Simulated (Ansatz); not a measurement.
Chalcopyrite CuInS₂ was calculated with r²SCAN-D4 (Ansatz, an electronic-structure program, plane waves, PAW).

Settings: plane-wave cutoff 500 eV, 10×10×10 k mesh, Fermi–Dirac smearing 0.05 eV, no spin polarisation, scalar-relativistic PAW data made under PBE.

Cell (relaxed at this level):

```xyz
8
Lattice="-2.7493 2.7493 5.5436 2.7493 -2.7493 5.5436 2.7493 2.7493 -5.5436" Properties=species:S:1:pos:R:3 pbc="T T T"
In     0.0000     0.0000     5.5436
In     2.7493     0.0000     2.7718
Cu     0.0000     0.0000     0.0000
Cu     0.0000     2.7493     2.7718
S      1.5344     1.3746     6.9295
S      4.1239     1.2149    -1.3859
S      1.2149     1.3746     1.3859
S     -1.3746     1.5344     4.1577
```

### Question
What does this level give for the band gap?

### Answer

- band gap: 0.40 eV (on the SCF k mesh)

Measured, for comparison: band gap 1.55 eV (temperature not stated, not corrected to a static lattice, direct or pseudo-direct at Γ; as tabulated in Ghosh et al. (2024), arXiv:2401.16805).

Spin–orbit coupling is not included.

The computed numbers hold no vibrational or temperature effects.

Cost on a shared machine: roughly 9 core-minutes.
